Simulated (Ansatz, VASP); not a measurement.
# CdF2 in VASP and in Ansatz

INCAR

```
SYSTEM = CdF2
  PREC = Accurate
  ENCUT = 520
  EDIFF = 1E-6
  ISMEAR = 0
  SIGMA = 0.02
  LREAL = .FALSE.
  LASPH = .TRUE.
  NELM = 100
  ALGO = Normal
  ISIF = 2
  LWAVE = .FALSE.
  LCHARG = .TRUE.
  GGA = PE
  IVDW = 12
  LELF = .TRUE.
  LVHAR = .TRUE.
  NBANDS = 20
```

File KPOINTS:

```
regular mesh
0
G
  8 8 8
  0 0 0
```

POSCAR

```
CdF2
1.0
    0.0000000000      2.6947416099      2.6947416099
    2.6947416099      0.0000000000      2.6947416099
    2.6947416099      2.6947416099      0.0000000000
Cd F
1 2
Direct
    0.0000000000      0.0000000000      0.0000000000
    0.2500000000      0.2500000000      0.2500000000
    0.7500000000      0.7500000000      0.7500000000
```

Input for Ansatz:

```yaml
crystal:
  lattice:
    - [0.0, 2.6947416099, 2.6947416099]
    - [2.6947416099, 0.0, 2.6947416099]
    - [2.6947416099, 2.6947416099, 0.0]
  atoms:
    - { symbol: Cd, position: [0.0, 0.0, 0.0] }
    - { symbol: F, position: [0.25, 0.25, 0.25] }
    - { symbol: F, position: [0.75, 0.75, 0.75] }
basis:
  ecutwfc: 420
kpoints:
  mp_grid: { grid: [8, 8, 8] }
hamiltonian:
  xc: pbe
  dispersion: d3bj
scf:
  occupations: { method: gaussian, width: 0.02 }
output:
  forces: true
  stress: true
  eigenvalues: true
```

Alike in both runs: task single point; functional PBE; dispersion D3(BJ); k mesh 8 × 8 × 8; occupations gaussian, width 0.02 eV; no spin polarisation.

|  | VASP | Ansatz |
| --- | --- | --- |
| version | VASP 6.6.1 | Ansatz 0.2.0 |
| potentials or method | VASP PAW PBE potentials, release 64 (Cd, F) | scalar-relativistic, plane waves, PAW |
| plane-wave cutoff (eV) | 520 | 420 |
| valence electrons in the cell | 26 | 34 |

```tsv
	VASP	Ansatz	Ansatz less VASP
gap on the k mesh at the Fermi level (eV)	3.07	3.10	+0.033
least direct gap on the mesh (eV)	3.57	3.60	+0.031
pressure (GPa)	4.0	3.3	-0.75
```

The two sets of potentials don't hold the same shells in valence.

A k mesh can miss the band edges. Expect the measured gap to be larger: semilocal functionals such as PBE lack the derivative discontinuity.
